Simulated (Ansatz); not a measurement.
## BN, zinc blende: band edges under a change of volume

How fast do the gaps move when the cell is scaled evenly? The geometries come from the semilocal relaxation.

Calculated with Ansatz 0.2.0, HSE06, PAW files of the set soft_1, cutoff 600 eV, Fermi–Dirac smearing 0.02 eV, k-mesh 9×9×9, no spin polarisation, no spin-orbit coupling.

Reference cell, relaxed at zero pressure with PBEsol (F-43m): a = 2.5492 Å, b = 2.5492 Å, c = 2.5492 Å, α = 60.00°, β = 60.00°, γ = 60.00°.

```csv
atom,x,y,z
N,0.7500,0.7500,0.7500
B,0.0000,0.0000,0.0000
```

Levels are read on the k-mesh and along lines from Γ to X = (0.5, 0, 0.5), L = (0.5, 0.5, 0.5), K = (0.375, 0.375, 0.75) and W = (0.5, 0.25, 0.75) in the reciprocal basis of this cell (the letters only name these points), and count from the highest filled level.

| ln(V/V0) | gap (eV) | direct gap at Γ (eV) | lowest empty at X (eV) |
| --- | --- | --- | --- |
| −0.0619 | 5.875 | 10.928 | 5.875 |
| −0.0408 | 5.848 | 10.818 | 5.848 |
| 0.0000 | 5.794 | 10.606 | 5.794 |
| 0.0198 | 5.767 | 10.502 | 5.767 |
| 0.0392 | 5.740 | 10.401 | 5.740 |
| 0.0583 | 5.713 | 10.302 | 5.713 |

**Question.** Fit the direct gap at Γ and give it at ln(V/V0) = −0.0202, a row left out above.

A straight line through the 6 rows: the means are 0.002433 for ln(V/V0) and 10.593 for the level, Σ(Δx)² = 0.01079 and ΣΔxΔy = −0.05621, so the slope is −0.05621/0.01079 = −5.2101 and the intercept 10.593 − (−5.2101)(0.002433) = 10.606.

The slope is the volume deformation potential of this gap, −5.21 eV, as a mean over the range. The line gives 10.711 eV. The run itself gives 10.711 eV, so the estimate misses by 0.000 eV, a rounding's worth.

The gap lies below the direct one at Γ in every row.

[Logs are printed without paths, hosts, clocks, repeated set-up lines and the standing remarks that a program may print on its own settings, such as how far it seeks lower states.]
